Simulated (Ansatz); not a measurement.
CdSe in the zincblende structure, relaxed with r2SCAN in the plane-wave code Ansatz: the symmetry is F-43m (No. 216, cubic); conventional cell a = 6.136 Å, 28.87 Å³ an atom. Cd has 4 Se at 2.66 Å; Se has 4 Cd at 2.66 Å. It was then strained (epitaxial in the xy plane), atoms relaxed again within the symmetry left. Unstrained, HSE06 gives 1.483 eV (Γ, 6×6×6 mesh), and the band edges keep their places in every row. The normal direction was relaxed to zero stress. Only one sign of strain is shown, since it lowers the symmetry, and equivalent edge states can then move with another slope on the other side. Stress is positive in compression. Calculated for a static, non-magnetic cell.

Axes as in this cell:
```
Cd Se
1.0
     0.00000    3.06778    3.06778
     3.06778    0.00000    3.06778
     3.06778    3.06778    0.00000
Cd Se
1 1
Direct
  0.00000 0.00000 0.00000
  0.25000 0.25000 0.25000
```

```
strain (%)        ε  ΔE_g, HSE06 (eV)  Δσ_xx, r2SCAN (GPa)
      +0.5  +0.0050            -0.032                -0.18
     +3.27  +0.0327            -0.197                -1.19
      +4.0  +0.0400            -0.237                -1.45
```

(1) Fit ΔE_g = a x + b x² to these rows by least squares, with x = ε.

(2) Fit the change of σ_xx in the same way.

(3) Predict the withheld row at +1.03 % (x = +0.0103).

Answers

(1) The normal equations take Σx² = 2.694e-03, Σx³ = 9.909e-05, Σx⁴ = 3.704e-06, ΣxΔE = -1.608e-02 and Σx²ΔE = -5.907e-04, and give a = -6.47 eV, b = +13.6 eV; the largest residual is 0.000 eV.

(2) Δσ_xx = -36.6 x + (7) x² GPa. The slope, 37 GPa, is the biaxial modulus of the film.

(3) ΔE_g ≈ -6.47 × (+0.0103) + (13.6) × (+0.0103)² = -0.065 eV, and Δσ_xx ≈ -0.38 GPa. The runs give -0.065 eV and -0.39 GPa, off by 0.000 eV and -0.01 GPa.

Spin-orbit coupling is left out.
